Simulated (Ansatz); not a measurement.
NbAs under changes of volume

One of the cells (17.395 Å³/atom); the others are scaled copies at fixed shape and fractional positions:

```
Nb As
1.0
    -1.72585    1.72585    5.84000
     1.72585   -1.72585    5.84000
     1.72585    1.72585   -5.84000
Nb As
2 2
Direct
  0.50000 0.00000 0.50000
  0.75000 0.75000 0.00000
  0.91600 0.41600 0.50000
  0.16600 0.16600 0.00000
```

```yaml
Program: Ansatz 0.2.0
Functional: LDA
Potentials_or_basis: all-electron LAPW, scalar-relativistic
Cutoff: 246 eV (chosen from the basis error)
Basis_error_allowed: 0.002 eV/atom
k_mesh: 11 × 11 × 11
Occupations: fermi-dirac, width 0.05 eV
Spin: no spin polarisation
```

| volume (Å³/atom) | energy over the lowest point (meV/atom) | pressure (GPa) | largest force (eV/Å) |
| --- | --- | --- | --- |
| 16.351 | 8.33 | 6.0 | 0.357 |
| 16.699 | 0.00 | 1.7 | 0.328 |
| 17.047 | 0.49 | -2.1 | 0.300 |
| 17.395 | 8.88 | -5.5 | 0.275 |
| 17.743 | 24.31 | -8.6 | 0.251 |
| 18.091 | 46.05 | -11.3 | 0.229 |
| 18.438 | ? | ? | ? |

Q: What does the run at 18.438 Å³/atom give?

A: Energy over the lowest point 73.42 meV/atom; pressure -13.8 GPa; largest force 0.208 eV/Å.

Worked out: A Birch-Murnaghan fit of order 3 (a polynomial in V^(-2/3)) to the other rows has its minimum at 16.85 Å³/atom with B0 = V·E''(V) = 187 GPa and B' = 4.4 at fixed shape and positions, which overstates the stiffness. It gives 73.34 meV/atom at 18.438 Å³/atom, against the run's 73.42, and -dE/dV = -13.8 GPa, against -13.8.

Energies are extrapolated to zero smearing.
